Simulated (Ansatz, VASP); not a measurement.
# AlN: VASP beside Ansatz, part 2 of 2

Aim: how closely do two programs agree when they are given the same cell, functional and k mesh?

VASP 6.6.1 and Ansatz 0.2.0.

So far. Step 2 (VASP: band structure, PBE): The run ends at a pressure of 2.45 GPa.

## 6. Ansatz: single point, PBE

Level of this step: Ansatz beside VASP: Kohn-Sham DFT, plane waves, PBE (Ansatz).

With cell and atoms fixed, the geometry can't cause a difference; cores, projectors, grids and the points listed under the comparison can.

Contents of input.yaml:

```yaml
crystal:
  lattice:
    - [0.0, 2.1839935596, 2.1839935596]
    - [2.1839935596, 0.0, 2.1839935596]
    - [2.1839935596, 2.1839935596, 0.0]
  atoms:
    - { symbol: Al, position: [0.0, 0.0, 0.0] }
    - { symbol: "N", position: [0.75, 0.75, 0.75] }
hamiltonian:
  xc: pbe
  pseudopotentials: { kind: paw }
kpoints:
  mp_grid: { grid: [6, 6, 6] }
scf:
  occupations: { method: gaussian, width: 0.01 }
  n_extra_bands: 4
output:
  forces: true
  stress: true
  eigenvalues: true
```

Run with:

```
$ ansatz run input.yaml --threads 2 --pin off --max-ram 4608MiB --backend cpu --events-out ev --progress --plain --runs-dir out
```

Numbers of over 12 decimals in the logs are rounded to 6 here.

The program printed:

```text
[...]
Crystal: 2 atoms, lattice volume = 20.835 Å³
Basis set: ecut = 420 eV, 411 PW (Γ), exchange–correlation on 48×48×48 points (8 copies of the dense FFT grid, shifted against one another)
Bands: 8, of which v1, the nominal top of the filled ones, is band 4 counted from 1 (3 counted from 0)
Symmetry: 24 space group operations
[...]
k-points: 16 of 216 (time reversal used)
[...]
Free energy (F): -924.201637 eV
[...]
Internal energy: -924.201637 eV  (E = F + TS)
E sigma→0 (E₀):  -924.201637 eV
Fermi energy:    8.634973 eV
[...]
--- Stress (GPa, compression-positive) ---
        4.858719       0.000000      -0.000000
       -0.000000       4.858719       0.000000
       -0.000000       0.000000       4.858719
  P = ⅓ Tr σ = 4.8587 GPa (48.587 kbar)
--- Band table (eV; the first three rows and the last of 16) ---
[...]
[key lines of the parts left out:]
SCF converged after 6 iterations
```

Run time: 0.37 s. Hardware: 2 threads of AMD EPYC 7B13 (Zen 3), shared host; peak memory 0.32 GiB.

The run ends at a pressure of 4.86 GPa.

## 7. VASP: single point, PBE

The same cell, functional, mesh and smearing now go to VASP, with its own data sets and cutoff.

Contents of INCAR:

```
SYSTEM = AlN
PREC = Accurate
ENCUT = 450
EDIFF = 1E-08
NELM = 100
ISMEAR = 0
SIGMA = 0.01
LREAL = .FALSE.
ALGO = Normal
GGA = PE
NBANDS = 10
LORBIT = 11
LWAVE = .TRUE.
LCHARG = .FALSE.
KPAR = 8
```

Contents of POSCAR:

```
AlN
1.0
    0.0000000000      2.1839935596      2.1839935596
    2.1839935596      0.0000000000      2.1839935596
    2.1839935596      2.1839935596      0.0000000000
Al N
1 1
Direct
    0.0000000000      0.0000000000      0.0000000000
    0.7500000000      0.7500000000      0.7500000000
```

Contents of KPOINTS:

```
Automatic mesh
0
Gamma
6 6 6
0 0 0
```

PAW data sets: Al_GW and N_GW (PBE family, release 64).

Run with:

```
$ mpirun -np 8 vasp_std
```

The program printed:

```text
[banner, memory and clock lines left out]
running    8 mpi-ranks, on    1 nodes
[...]
[... a notice as in an earlier step ...]

 LDA part: xc-table for (Slater+PW92), standard interpolation
 POSCAR, INCAR and KPOINTS ok, starting setup
[...]
entering main loop
       N       E                     dE             d eps       ncg     rms          rms(c)
DAV:   1     0.158419341919E+02    0.15842E+02   -0.44004E+03   320   0.666E+02
DAV:   2    -0.160992802395E+02   -0.31941E+02   -0.30404E+02   378   0.172E+02
DAV:   3    -0.172164421988E+02   -0.11172E+01   -0.11146E+01   422   0.281E+01
DAV:   4    -0.172229010082E+02   -0.64588E-02   -0.64581E-02   402   0.252E+00
[...]
DAV:  11    -0.148611249242E+02    0.14528E-05   -0.50905E-06   416   0.234E-02    0.304E-03
DAV:  12    -0.148611251094E+02   -0.18524E-06   -0.39303E-07   362   0.524E-03    0.361E-04
DAV:  13    -0.148611251083E+02    0.11397E-08   -0.21935E-08   344   0.101E-03
   1 F= -.14861125E+02 E0= -.14861125E+02  d E =-.121795E-18
 writing wavefunctions
```

From OUTCAR (step 7):

```text
  Total        0.3169270      0.3169270      0.3169270      0.0000000      0.0000000      0.0000000
  in kB       24.3716936     24.3716936     24.3716936      0.0000000      0.0000000      0.0000000
  external PRESSURE =      24.3716936 kB  Pullay stress =       0.0000000 kB

 POSITION                                       TOTAL-FORCE (eV/Angst)
 -----------------------------------------------------------------------------------
      0.00000      0.00000      0.00000        -0.000000     -0.000000     -0.000000
      3.27599      3.27599      3.27599         0.000000      0.000000      0.000000
 -----------------------------------------------------------------------------------
    total drift:                                0.000000      0.000000      0.000000

  FREE ENERGIE OF THE ION-ELECTRON SYSTEM (eV)
  ---------------------------------------------------
  free  energy   TOTEN  =       -14.8611251083 eV

  energy  without entropy=      -14.8611251083  energy(sigma->0) =      -14.86112511

[... 1 part as in an earlier step ...]

[... 2 further parts left out ...]
[key lines of the parts left out:]
E-fermi :   5.0109
```

The run ends at a pressure of 2.44 GPa.

## 8. Differences

The two programs side by side:

| quantity | Ansatz | VASP | difference |
| --- | --- | --- | --- |
| gap on the k mesh (eV) | 3.324 | 3.315 | +0.009 |

Not compared: the pressure (VASP's GW data sets at this cutoff don't carry it). A gap on the mesh is an upper bound, since the band edges may lie between its points.

## 9. Further runs

Further runs change the set-up of one program: Ansatz's method, potentials or start, or VASP's data sets, cutoff or form of LDA. The table gives Ansatz less VASP for each quantity, since a change that brings one quantity closer may part another.

| run | gap on the k mesh (eV) |
| --- | --- |
| as above | 0.0094 |
| Ansatz's all-electron LAPW method | 0.0013 |
| Ansatz's larger PAW set (cutoff 1050 eV) | 0.0022 |
| norm-conserving potentials (cutoff 1240 eV) | -0.0043 |

## 10. What came out

- difference in gap over the path points (band structure, PBE): 0.0097 eV
- difference in gap on the k mesh (single point, PBE): 0.0094 eV

**Reading.** The difference in gap over the path points is 0.0097 eV (band structure, PBE), within the 0.08 eV picked in this series as the mark of a large difference. Band structure, PBE, Ansatz's all-electron LAPW method: the difference in gap over the path points goes from 0.0097 to 0.0015 eV. Band structure, PBE, Ansatz's larger PAW set (cutoff 1050 eV): the difference in gap over the path points goes from 0.0097 to 0.0024 eV. Band structure, PBE, norm-conserving potentials (cutoff 1240 eV): the difference in gap over the path points goes from 0.0097 to -0.0042 eV. Single point, PBE, Ansatz's all-electron LAPW method: the difference in gap on the k mesh goes from 0.0094 to 0.0013 eV. Single point, PBE, Ansatz's larger PAW set (cutoff 1050 eV): the difference in gap on the k mesh goes from 0.0094 to 0.0022 eV. How closely two codes agree says nothing of how well the functional describes the real material.

[Lines on the potential files, build, host, timing and source positions are cut from VASP's logs without a mark.]

[Logs are printed without paths, hosts, clocks, repeated set-up lines and the standing remarks that a program may print on its own settings, such as how far it seeks lower states.]

[Hosts, paths, dates, database ids (printed as entryN), source tags and the programs' standing remarks are cut or masked in the printed files.]
